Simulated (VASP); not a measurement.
Input of a VASP 6.6.1 run:

File POSCAR:

```
SiC                                     
1.0
    3.0787381452      0.0000000000      0.0000000000
    0.0000000000      4.3539932400      0.0000000000
    0.0000000000      0.0000000000      3.1361165087
  Si              C             
     2     2
Direct
     0.0000000000000000    0.0000000000000000    0.0000000000000000
     0.5000000000000000    0.5000000000000000    0.5000000000000000
     0.0000000000000000    0.2500000000000000    0.5000000000000000
     0.5000000000000000    0.7500000000000000    1.0000000000000000
```

File INCAR.step1:

```
PREC     = Accurate       # precision mode
ENCUT    = 520            # plane-wave cutoff, eV
EDIFF    = 1E-5           # SCF threshold, eV
ISMEAR   = 0              # smearing method
SIGMA    = 0.02           # smearing width, eV
LREAL    = F              # projectors in reciprocal space
LASPH    = T              # aspherical terms in the spheres
NELM     = 100            # most SCF steps
ALGO     = Normal         # electronic algorithm
ISIF     = 2              # what is computed and relaxed
LWAVE    = T              # write WAVECAR
LCHARG   = F              # write CHGCAR
GGA      = PE             # functional
KPAR     = 4
```

The input INCAR.step2:

```
PREC     = Accurate       # precision mode
ENCUT    = 520            # plane-wave cutoff, eV
EDIFF    = 1E-6           # SCF threshold, eV
ISMEAR   = 0              # smearing method
SIGMA    = 0.02           # smearing width, eV
LREAL    = F              # projectors in reciprocal space
LASPH    = T              # aspherical terms in the spheres
NELM     = 100            # most SCF steps
ALGO     = Normal         # electronic algorithm
ISIF     = 2              # what is computed and relaxed
LWAVE    = F              # write WAVECAR
LCHARG   = F              # write CHGCAR
GGA      = PE             # functional
LHFCALC  = T              # exact exchange
HFSCREEN = 0.2            # screening, 1/A
PRECFOCK = Fast         
ISTART   = 1            
KPAR     = 4
```

The input KPOINTS:

```
Automatic mesh
0
Gamma
  7 5 7
```

Contents of KPOINTS_OPT:

```
path GXMGZRAZ,XR,MA
8
line-mode
reciprocal
 0.0000000000  0.0000000000  0.0000000000  G
 0.0000000000  0.0000000000 -0.5000000000  X

 0.0000000000  0.0000000000 -0.5000000000  X
-0.5000000000  0.0000000000 -0.5000000000  M

-0.5000000000  0.0000000000 -0.5000000000  M
 0.0000000000  0.0000000000  0.0000000000  G

 0.0000000000  0.0000000000  0.0000000000  G
 0.0000000000 -0.5000000000  0.0000000000  Z

 0.0000000000 -0.5000000000  0.0000000000  Z
 0.0000000000 -0.5000000000 -0.5000000000  R

 0.0000000000 -0.5000000000 -0.5000000000  R
-0.5000000000 -0.5000000000 -0.5000000000  A

-0.5000000000 -0.5000000000 -0.5000000000  A
 0.0000000000 -0.5000000000  0.0000000000  Z

 0.0000000000  0.0000000000 -0.5000000000  X
 0.0000000000 -0.5000000000 -0.5000000000  R

-0.5000000000  0.0000000000 -0.5000000000  M
-0.5000000000 -0.5000000000 -0.5000000000  A
```

Potentials or basis: VASP PAW PBE potentials, release 64 (Si, C).

Launch:

```sh
$ cat potpaw_PBE.64/Si/POTCAR potpaw_PBE.64/C/POTCAR > POTCAR
$ cp INCAR.step1 INCAR
$ mpirun -np 4 vasp_std > vasp.out
$ cp INCAR.step2 INCAR
$ mpirun -np 4 vasp_std > vasp.out
```

(1) Predict the pressure.

(2) What does it give for the band gap along the path?

(3) Estimate the band gap on the k mesh.

Answers

(1) -5.2 GPa.

(2) 2.15 eV.

(3) 2.15 eV.

Caveat: the PAW data sets were made with another functional, which shifts forces and pressure a little.
